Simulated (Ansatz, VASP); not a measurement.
BN: VASP beside Ansatz

```
B N
1.0
     2.62919    0.00000    0.00000
    -1.31460    2.27695    0.00000
     0.00000    0.00000    6.66120
B N
2 2
Direct
  0.33333 0.66667 0.25000
  0.66667 0.33333 0.75000
  0.33333 0.66667 0.75000
  0.66667 0.33333 0.25000
```

Change from the starting cell: strain +0.050 along x and y, +0.000 along z, atoms carried along.

Alike in both runs: task single point; functional PBEsol; k mesh 12 × 12 × 4; occupations gaussian, width 0.05 eV; no spin polarisation.

|  | VASP | Ansatz |
| --- | --- | --- |
| version | VASP 6.6.1 | Ansatz 0.2.0 |
| potentials or method | VASP PAW PBE potentials, release 64 (B, N) | scalar-relativistic, plane waves, PAW |
| plane-wave cutoff (eV) | 520 | 420 |
| valence electrons in the cell | 16 | 16 |

Ansatz gave:

| Quantity | Value |
| --- | --- |
| gap on the k mesh at the Fermi level (eV) | 3.91 |
| least direct gap on the mesh (eV) | 4.22 |
| pressure (GPa) | -28.0 |
| largest component of the traceless stress (GPa) | 28.48 |

Q: Estimate VASP's values.

A: gap on the k mesh at the Fermi level (eV): 3.90; least direct gap on the mesh (eV): 4.21; pressure (GPa): -27.8; largest component of the traceless stress (GPa): 28.17.

The functional is the same, so the differences come from potentials, cutoffs and numerics.

Caveats: so large a pressure means that the cell lies far from this level's equilibrium, or that cutoff or potentials fall short (VASP); the potentials were made for another functional, which shifts forces and pressure (VASP); this functional lacks dispersion, which binds the layers, so the pressure and a relaxed spacing across them are unreliable. A k mesh can miss the band edges.
